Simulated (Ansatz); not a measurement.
AlGa3N4 under strain

Computed with DFT r2SCAN, scalar-relativistic, plane waves, PAW in Ansatz 0.2.0. Run with 500 eV cutoff, 6×6×6 k-mesh, Gaussian smearing of 0.02 eV, no spin polarisation.

Starting point, cell and atoms relaxed:

```xyz
8
Lattice="4.4653 0.0000 0.0000 0.0000 4.4653 0.0000 0.0000 0.0000 4.4653" Properties=species:S:1:pos:R:3 pbc="T T T"
Al    0.0000    0.0000    0.0000
Ga    2.2327    2.2327    0.0000
Ga    2.2327    0.0000    2.2327
Ga    0.0000    2.2327    2.2327
N     3.3729    3.3729    1.0924
N     3.3729    1.0924    3.3729
N     1.0924    3.3729    3.3729
N     1.0924    1.0924    1.0924
```

Deformation: biaxial strain in the a-b plane, with the length and tilt of c and the atoms relaxed, all within the symmetry that the strain leaves. Energies are extrapolated to zero smearing. Gaps are generalised Kohn–Sham gaps over the whole zone.

| strain (%) | ΔE (meV/atom) | a (Å) | b (Å) | c (Å) | gap (eV) |
| --- | --- | --- | --- | --- | --- |
| -3.0 | 18.9 | 4.331 | 4.331 | 4.602 | 2.93 |
| -1.5 | 4.5 | 4.398 | 4.398 | 4.535 | 2.87 |
| +0.0 | 0.0 | 4.465 | 4.465 | 4.465 | 2.82 |
| +1.5 | 4.2 | 4.532 | 4.532 | 4.392 | 2.63 |
| +3.0 | 16.2 | 4.599 | 4.599 | 4.315 | 2.46 |

Q: What stiffness (1/V) d²E/dε² at zero strain does a cubic fit over all points give?

A: A cubic fit gives (1/V) d²E/dε² = 561 GPa at zero strain (twice the biaxial modulus).

Q: How does the free axis c answer a small strain?

A: Between the innermost points its strain is -1.07 times the applied one.

Q: How fast does the gap move with strain on either side?

A: -37 meV per percent on the compressed side and -124 meV per percent on the stretched side; it is direct at -1.5 %, direct at zero and direct at +1.5 %.